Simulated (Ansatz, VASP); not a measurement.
# O in two plane-wave programs

Aim: how closely do two programs agree when they are given the same cell, functional and k mesh? The cell is taken from a series of runs on this material, whose earlier steps may have relaxed, scaled, displaced or heated it; both programs get it as it stands.

Program: Ansatz 0.2.0. Level of theory: plane waves, with VASP 6.6.1 beside it; single point at LDA. Results are calculated unless marked as measured.

## (1) The starting structure

Symmetry: Pmmm, No. 47, orthorhombic system. Conventional cell: a = 10.000 Å, b = 10.500 Å, c = 11.000 Å, α = 90.00°, β = 90.00°, γ = 90.00°. O has 1 O at 1.21 Å nearest.

## (2) Ansatz: single point, LDA

Ansatz runs on its default PAW (the set named soft_2) files.

With cell and atoms fixed, the geometry can't cause a difference; cores, projectors, grids and the points listed under the comparison can.

input.yaml

```yaml
crystal:
  lattice:
    - [10.0, 0.0, 0.0]
    - [0.0, 10.5, 0.0]
    - [0.0, 0.0, 11.0]
  atoms:
    - { symbol: O, position: [0.5, 0.5, 0.445], spin: 1.0 }
    - { symbol: O, position: [0.5, 0.5, 0.555], spin: 1.0 }
kpoints:
  mp_grid: { grid: [1, 1, 1] }
hamiltonian:
  xc: lda
scf:
  occupations: { method: gaussian, width: 0.02 }
output:
  forces: true
  stress: true
  eigenvalues: true
  populations: true
basis:
  ecutwfc: 420.0
magnetization:
  spin_polarized: true
```

Launch:

```console
> ansatz run input.yaml --threads 4 --pin off --max-ram 16384MiB --backend cpu --events-out ev --progress --plain --runs-dir out
```

Numbers of over 12 decimals in the logs are rounded to 6 here.

Log:

```text
Engine: ansatz 0.2.0, aarch64-unknown-linux-gnu
Pseudopotentials: kind: paw
Pseudopotential: O, paw, valence charge 6, recommended cutoff 420 eV (normal), O.paw.azcp
Functional definition: SPW92
  exchange = slater_x
  correlation = pw_c
Crystal: 2 atoms, lattice volume = 1155.000 Å³
Basis set: ecut = 420 eV, 22603 PW (Γ)
Bands: 11, of which v1, the nominal top of the filled ones, is band 6 counted from 1 (5 counted from 0)
Symmetry: 8 space group operations
Space group: Pmmm (ITA 47), of the structure as read, at distance tolerance 1.0e-4 Å
Magnetic group: BNS 47.249 (UNI 347), of the structure as read, at distance tolerance 1.0e-4 Å
k-points: 1
Non-local potential: O, projectors of the file, l = 0: 2, l = 1: 2, l = 2: 1
PAW form: soft (Blöchl's): semilocal exchange-correlation on the pseudo side does not see the compensation charge
PAW frozen core: O, regenerated for the run's functional, and the local potential with it (the file was generated under x = pbe(κ = 0.804, μ = 0.219515), c = pbe(β = 0.066725))
PAW one-centre angular grid: O, 110 points (default); XC on 64 Gauss nodes
Initial density: superposition of atomic densities (neutral atoms: chi_scale 0, normalization atom)
Starting moments: Σ|m| = 2 μB on 2 of 2 sites
Initial wavefunctions: pseudopotential atomic-orbital guess
Functional: x = slater, c = lda
SCF iter   1: F=—  HF=-1104.674796 eV  |F-HF|=—  |Δ(HF+E_count)|=         —  Δρ=1.12e-2 (↑1.12e-2 ↓6.11e-3)  dr2=5.29e-1  dr2_m=5.33e-1  M=2.000 μB ∫|m|=2.017 μB  β_m=1.00  ethr=3.10e-3  ⟨swp⟩=7.5  Hψ=165  notcnv=0
preconditioner: auto → Resta (q_TF=auto, 1.274 Å⁻¹)  ε∞=1.1  [insulator: Δε(μ)=1.506 eV  Ē_g=11.211 eV  σ=0.020 eV  W_gap=1.00  n_scr=32 (ndim 8)  ℏωp=3.1 eV  f_vac=0.930  D(μ)=0.00/eV (n_scr^D=0)  ε∞_Penn≈1.1  vacuum switching on, ρ_ref=9.1e-3 e/Å³]
spin=Collinear: Resta preconditioning applied to the charge; magnetization (m = ρ↑ − ρ↓) channel mixes plain (no charge-response kernel on spin).
SCF iter   2: F=—  HF=-1104.675450 eV  |F-HF|=—  |Δ(HF+E_count)|=   6.54e-4  Δρ=3.99e-3 (↑3.99e-3 ↓2.82e-3)  dr2=1.63e-1  dr2_m=1.05e-2  M=2.000 μB ∫|m|=2.030 μB  β_m=1.00  ethr=3.10e-3  ⟨swp⟩=2.0  Hψ=46  notcnv=0
spin-set hold released at iteration 2 (site moments show no strong build): the magnetisation degrees of freedom join the quasi-Newton model from the next iteration; the mixer history was kept
SCF iter   3: F=—  HF=-1104.646662 eV  |F-HF|=—  |Δ(HF+E_count)|=   2.88e-2  Δρ=8.49e-4 (↑8.49e-4 ↓7.71e-4)  dr2=4.99e-3  dr2_m=3.11e-4  M=2.000 μB ∫|m|=2.033 μB  β_m=0.30  ethr=1.35e-3  ⟨swp⟩=2.0  Hψ=37  notcnv=0
SCF iter   4: F=—  HF=-1104.676035 eV  |F-HF|=—  |Δ(HF+E_count)|=   2.94e-2  Δρ=4.66e-4 (↑4.27e-4 ↓4.66e-4)  dr2=2.39e-3  dr2_m=7.60e-5  M=2.000 μB ∫|m|=2.034 μB  β_m=0.62  ethr=4.16e-5  ⟨swp⟩=4.0  Hψ=63  notcnv=0  defer=1
SCF iter   5: F=—  HF=-1104.700615 eV  |F-HF|=—  |Δ(HF+E_count)|=   2.46e-2  Δρ=9.75e-5 (↑9.75e-5 ↓7.62e-5)  dr2=1.50e-4  dr2_m=1.67e-5  M=2.000 μB ∫|m|=2.036 μB  β_m=0.58  ethr=1.99e-5  ⟨swp⟩=2.0  Hψ=41  notcnv=0  defer=1
SCF iter   6: F=—  HF=-1104.700600 eV  |F-HF|=—  |Δ(HF+E_count)|=   1.53e-5  Δρ=3.51e-5 (↑3.51e-5 ↓2.83e-5)  dr2=5.78e-6  dr2_m=3.50e-6  M=2.000 μB ∫|m|=2.036 μB  β_m=0.72  ethr=1.25e-6  ⟨swp⟩=2.0  Hψ=31  notcnv=0  defer=1
SCF iter   7: F=—  HF=-1104.700612 eV  |F-HF|=—  |Δ(HF+E_count)|=   1.17e-5  Δρ=4.36e-6 (↑4.36e-6 ↓3.62e-6)  dr2=3.74e-8  dr2_m=1.35e-7  M=2.000 μB ∫|m|=2.036 μB  β_m=0.86  ethr=8.33e-10  ⟨swp⟩=9.0  Hψ=139  notcnv=0
iter 8 did not close the SCF: its close was put off for the exchange–correlation potential of the local minority spin (scf_convergence_deferred on its scf_iter line)
SCF iter   8: F=-1104.700612 eV  HF=-1104.700612 eV  |F-HF|=1.55e-11  |Δ(HF+E_count)|=   1.08e-7  Δρ=8.72e-7 (↑8.72e-7 ↓4.04e-7)  dr2=1.89e-9  dr2_m=4.06e-9  M=2.000 μB ∫|m|=2.036 μB  β_m=0.93  ethr=3.12e-10  ⟨swp⟩=7.0  Hψ=108  notcnv=0
SCF iter   9: F=-1104.700612 eV  HF=-1104.700612 eV  |F-HF|=1.54e-8  |Δ(HF+E_count)|=   1.30e-7  Δρ=2.15e-8 (↑1.55e-8 ↓2.15e-8)  dr2=7.47e-13  dr2_m=3.39e-12  M=2.000 μB ∫|m|=2.036 μB  ethr=1.58e-11  ⟨swp⟩=3.0  Hψ=83  notcnv=0
SCF 1 converged in 9 iterations: F = -1104.700612 eV  dr2 = 7.47e-13
  greatest PAW one-centre occupation: 0.881 electrons in one spin orbital (limit 2), on the O atom at site 1 (counted from 0), in its partial waves of l = 0
iteration 9: the least curvature of the free energy that was read at this close is 0.760 (0.974 in the run's own bands): not negative
SCF converged after 9 iterations
Magnetization: 2.0000 μB (7.0000 up, 5.0000 down)
Absolute magnetization: 2.0362 μB (∫|ρ↑−ρ↓|, with the PAW one-centre terms)
Spin contamination: 0.0038 ħ² per cell (⟨S²⟩ above its minimum at these occupations)
Per-site moments (μB) at R_I (Å): [(0.552725, 0.499125), (0.552725, 0.499125)]
Free energy (F): -1104.700612 eV
Harris-Foulkes:  -1104.700612 eV  (|F-HF|=1.54e-8)
Internal energy: -1104.700612 eV  (E = F + TS)
E sigma→0 (E₀):  -1104.700612 eV
Fermi energy:    -5.755728 eV
--- Per-component energies (eV) ---
  E_band       = -193.608890
  E_kinetic    = 339.348763
  E_local      = -2143.677202  (includes V_loc(G=0)·N_el)
  E_nonlocal   = 101.860662
  E_hartree    = 880.078236
  E_xc         = -139.237995
  E_vxc        = -178.924480  (∫ρ·V_xc dr)
  E_paw        = -293.079832  (= ΣΔE_a)
  E_vpaw       = -72.377946  (= ΣTr[D̂ρ^β])
  E_aug_tail   = 0.004828  (compensation charges beyond the density's cutoff)
  E_ewald      = 149.808087
  E_core_change = 0.193843  (= ΣΔE_core)
  E_smearing   = -0.000000  (= −TS)
  E_closure    = -0.000000  (closes the sum)
  Σ components = -1104.700612   (vs F -1104.700612, Δ=0.00e0)
--- Forces (eV/Å), atoms counted from 1 ---
  atom   1  O      0.00000000     0.00000000     0.73633620
  atom   2  O      0.00000000     0.00000000    -0.73633620
  max |Σ_I F_I| component: 0.00e0 eV/Å
--- Stress (GPa, compression-positive) ---
       -0.000925       0.000000       0.000000
        0.000000       0.000373       0.000000
        0.000000       0.000000      -0.124193
  P = ⅓ Tr σ = -0.0416 GPa (-0.416 kbar)
--- Band table (eV) ---
  k-point 0 ↑: bands = [... 2 lower, -13.6853, -13.5586, -13.5585, -6.7761, -6.7761, -0.1868, 0.8665, 1.0358, ... 1 higher]
  k-point 0 ↓: bands = [... 2 lower, -12.5181, -11.8463, -11.8462, -4.7354, -4.7354, -0.1458, 0.9633, 1.0789, ... 1 higher]
--- Löwdin populations: 2 sites ---
  site symbol       q [e]    m [muB]
     0      O      5.9446     0.9957
     1      O      5.9446     0.9957
  spilling = 0.009235 (of n_electrons = 12.000000)
```

In the SCF lines HF is the Harris–Foulkes energy and dr2 the Hartree energy of the density residual, in eV; the loop may stop once dr2 is under the threshold and the program's other checks hold. Hψ counts applications of the Hamiltonian.

## (3) VASP: single point, LDA

The same cell, functional (in two slightly different forms), mesh and smearing now go to VASP, with its own data sets.

Lines of VASP's logs that name or quote its potential files are left out, and so is its time.

INCAR

```
SYSTEM = O
PREC = Accurate
ENCUT = 600
EDIFF = 1E-06
NELM = 200
ISMEAR = 0
SIGMA = 0.02
LREAL = .FALSE.
ALGO = Normal
GGA = PW92
NBANDS = 14
ISPIN = 2
MAGMOM = 0.55 0.55
LORBIT = 11
LWAVE = .FALSE.
LCHARG = .FALSE.
ISIF = 2
LASPH = .TRUE.
GGA_COMPAT = .FALSE.
```

POSCAR

```
O
1.0
   10.0000000000      0.0000000000      0.0000000000
    0.0000000000     10.5000000000      0.0000000000
    0.0000000000      0.0000000000     11.0000000000
O
2
Direct
    0.5000000000      0.5000000000      0.4450000000
    0.5000000000      0.5000000000      0.5550000000
```

KPOINTS

```
Automatic mesh
0
Gamma
1 1 1
0 0 0
```

The projector-augmented-wave data sets are O (LDA family, release 64).

Launch:

```console
> mpirun -np 1 vasp_gam
```

Log:

```text
[banner, memory and clock lines left out]
running    1 mpi-ranks, on    1 nodes
 distrk:  each k-point on    1 cores,    1 groups
 distr:  one band on    1 cores,    1 groups

 POSCAR found type information on POSCAR O
 POSCAR found :  1 types and       2 ions
|                                                                             |
|               ----> ADVICE to this user running VASP <----                  |
|                                                                             |
|     You enforced a specific xc type in the INCAR file but a different       |
|     [... a line on the potential file left out ...]
|     I HOPE YOU KNOW WHAT YOU ARE DOING!                                     |
|                                                                             |

 LDA part: xc-table for (Slater(with rela. corr.)+PW92), standard interpolation
 POSCAR, INCAR and KPOINTS ok, starting setup
 FFT: planning ... GRIDC
 FFT: planning ... GRID_SOFT
 FFT: planning ... GRID
 WAVECAR not read
 entering main loop
       N       E                     dE             d eps       ncg     rms          rms(c)
DAV:   1     0.133567503471E+03    0.13357E+03   -0.28673E+03    72   0.487E+02
DAV:   2     0.249677660566E+02   -0.10860E+03   -0.10519E+03   100   0.906E+01
DAV:   3    -0.909352041737E+01   -0.34061E+02   -0.33946E+02    74   0.777E+01
DAV:   4    -0.104332399768E+02   -0.13397E+01   -0.13396E+01    56   0.195E+01
DAV:   5    -0.104536812557E+02   -0.20441E-01   -0.20440E-01    96   0.226E+00    0.808E+00
DAV:   6    -0.104053197363E+02    0.48362E-01   -0.12142E+00    68   0.699E+00    0.330E+00
DAV:   7    -0.105159892202E+02   -0.11067E+00   -0.21157E-01    56   0.320E+00    0.147E+00
DAV:   8    -0.105271300957E+02   -0.11141E-01   -0.66871E-02    56   0.169E+00    0.507E-01
DAV:   9    -0.105321275076E+02   -0.49974E-02   -0.42736E-03    80   0.467E-01    0.201E-01
DAV:  10    -0.105338866284E+02   -0.17591E-02   -0.29312E-04    56   0.146E-01    0.704E-02
DAV:  11    -0.105343106353E+02   -0.42401E-03   -0.61735E-05    56   0.568E-02    0.220E-02
DAV:  12    -0.105344902967E+02   -0.17966E-03   -0.19232E-05    56   0.263E-02    0.798E-03
DAV:  13    -0.105346195099E+02   -0.12921E-03   -0.48653E-06    56   0.109E-02    0.504E-03
DAV:  14    -0.105347834162E+02   -0.16391E-03   -0.56459E-06    56   0.909E-03    0.325E-03
DAV:  15    -0.105349261745E+02   -0.14276E-03   -0.65004E-06    62   0.969E-03    0.206E-03
DAV:  16    -0.105349892787E+02   -0.63104E-04   -0.14403E-06    68   0.461E-03    0.140E-03
DAV:  17    -0.105350482794E+02   -0.59001E-04   -0.16945E-06    56   0.482E-03    0.784E-04
DAV:  18    -0.105350709914E+02   -0.22712E-04   -0.44860E-07    68   0.241E-03    0.553E-04
DAV:  19    -0.105350849137E+02   -0.13922E-04   -0.21799E-07    56   0.174E-03    0.320E-04
DAV:  20    -0.105350925512E+02   -0.76375E-05   -0.12755E-07    56   0.131E-03    0.173E-04
DAV:  21    -0.105350944480E+02   -0.18967E-05   -0.15278E-08    56   0.522E-04    0.110E-04
DAV:  22    -0.105350955146E+02   -0.10666E-05   -0.92133E-09    56   0.441E-04    0.548E-05
DAV:  23    -0.105350957578E+02   -0.24318E-06   -0.82204E-10    56   0.252E-04
   1 F= -.10535096E+02 E0= -.10535096E+02  d E =-.411373E-38  mag=     2.0000
```

From OUTCAR (step 3):

```text
ion  position               nearest neighbor table
   1  0.500  0.500  0.445-   2 1.21
   2  0.500  0.500  0.555-   1 1.21

  LATTYP: Found a simple orthorhombic cell.
 ALAT       =    10.0000000000
 B/A-ratio  =     1.0500000000
 C/A-ratio  =     1.1000000000

 Subroutine GETGRP returns: Found  8 space group operations
 (whereof  8 operations were pure point group operations)

The static configuration has the point symmetry D_2h.

 Found      1 irreducible k-points:

   k-points           NKPTS =      1   k-points in BZ     NKDIM =      1   number of bands    NBANDS=     14

   dimension x,y,z NGX =    80 NGY =   84 NGZ =   90
   dimension x,y,z NGXF=   160 NGYF=  168 NGZF=  180

   ENCUT  =  600.0 eV  44.10 Ry    6.64 a.u.  19.97 20.97 21.97*2*pi/ulx,y,z

   NELECT =      12.0000    total number of electrons

 k-points in reciprocal lattice and weights: Automatic mesh
   0.00000000  0.00000000  0.00000000       1.000

 average (electrostatic) potential at core
       1 -84.8175       2 -84.8175

 E-fermi :  -6.6619

 spin component 1
 k-point     1 :       0.0000    0.0000    0.0000
  band No.  band energies     occupation
    ...
      3     -13.6756      1.00000
      4     -13.6282      1.00000
      5     -13.6282      1.00000
      6      -6.8451      1.00000
      7      -6.8451      1.00000
      8      -0.2090      0.00000
      9       0.8308      0.00000
     10       1.0151      0.00000
     11       1.1062      0.00000
     12       1.2225      0.00000
    ...

 spin component 2
 k-point     1 :       0.0000    0.0000    0.0000
  band No.  band energies     occupation
      1     -31.7187      1.00000
      2     -18.4982      1.00000
      3     -12.5362      1.00000
      4     -11.9101      1.00000
      5     -11.9101      1.00000
      6      -4.7923      0.00000
      7      -4.7923      0.00000
      8      -0.1656      0.00000
      9       0.9389      0.00000
     10       1.0576      0.00000
    ...

  Total       -0.0726214     -0.0728497      0.8956845     -0.0000000      0.0000000      0.0000000
  in kB       -0.1007379     -0.1010546      1.2424636     -0.0000000      0.0000000      0.0000000
  external PRESSURE =       0.3468903 kB  Pullay stress =       0.0000000 kB

  energy-cutoff  :      600.00
  volume of cell :     1155.00
      direct lattice vectors                 reciprocal lattice vectors
    10.000000000  0.000000000  0.000000000     0.100000000  0.000000000  0.000000000
     0.000000000 10.500000000  0.000000000     0.000000000  0.095238095  0.000000000
     0.000000000  0.000000000 11.000000000     0.000000000  0.000000000  0.090909091

 POSITION                                       TOTAL-FORCE (eV/Angst)
 -----------------------------------------------------------------------------------
      5.00000      5.25000      4.89500         0.000000      0.000000     -0.826394
      5.00000      5.25000      6.10500         0.000000     -0.000000      0.826394
 -----------------------------------------------------------------------------------
    total drift:                                0.000000      0.000000      0.000000

  FREE ENERGIE OF THE ION-ELECTRON SYSTEM (eV)
  ---------------------------------------------------
  free  energy   TOTEN  =       -10.5350957578 eV

  energy  without entropy=      -10.5350957578  energy(sigma->0) =      -10.53509576

 total charge
# of ion       s       p       d       tot
------------------------------------------
    1        1.599   3.308   0.000   4.907
    2        1.599   3.308   0.000   4.907
--------------------------------------------------
tot          3.198   6.616   0.000   9.814

 magnetization (x)
# of ion       s       p       d       tot
------------------------------------------
    1        0.008   0.798   0.000   0.806
    2        0.008   0.798   0.000   0.806
--------------------------------------------------
tot          0.016   1.596   0.000   1.613
```

The run ends at a pressure of 0.03 GPa, with forces up to 0.83 eV/Å.

## (4) Comparison

Known differences besides the potentials themselves: VASP starts from the moments at which Ansatz ended; the cutoff is 420 eV in Ansatz and 600 eV in VASP; VASP's log shows a relativistic correction to its local exchange, Ansatz's none; site moments are counted in spheres of each program's own size. Total energies have different zeros and are not compared.

The two programs side by side:

| quantity | Ansatz | VASP | difference |
| --- | --- | --- | --- |
| pressure (GPa) | -0.04 | 0.03 | -0.08 |
| gap on the k mesh (eV) | 2.041 | 2.053 | -0.012 |
| total moment (μB) | 2.00 | 2.00 | 0.00 |
| moment on O1 (μB) | 0.55 | 0.81 | -0.25 |
| moment on O2 (μB) | 0.55 | 0.81 | -0.25 |

Forces (eV/Å; atoms numbered as in POSCAR):

| atom | Ansatz x, y, z | VASP x, y, z |
| --- | --- | --- |
| O1 | 0.000, 0.000, 0.736 | 0.000, 0.000, -0.826 |
| O2 | 0.000, 0.000, -0.736 | 0.000, 0.000, 0.826 |

The forces differ by 902 meV/Å r.m.s., which is 189.1 % of the r.m.s. force of 0.477 eV/Å (both taken over all components). A gap on the mesh is an upper bound, since the band edges may lie between its points.

## (5) What came out

| Property | Result |
| --- | --- |
| r.m.s. force difference (single point, LDA) | 189 % of the r.m.s. force |

What this shows: The r.m.s. force difference is 189 % of the r.m.s. force (single point, LDA), beyond the 3 % picked in this series as the mark of a large difference. What causes the difference of the single point, LDA pair stays open here. How closely two codes agree says nothing of how well the functional describes the real material.

[Lines on the potential files, build, host, timing and source positions are cut from VASP's logs without a mark.]

[Logs are printed without paths, hosts, clocks, repeated set-up lines and the standing remarks that a program may print on its own settings, such as how far it seeks lower states.]

[Hosts, paths, dates, database ids (printed as entryN), source tags and the programs' standing remarks are cut or masked in the printed files.]
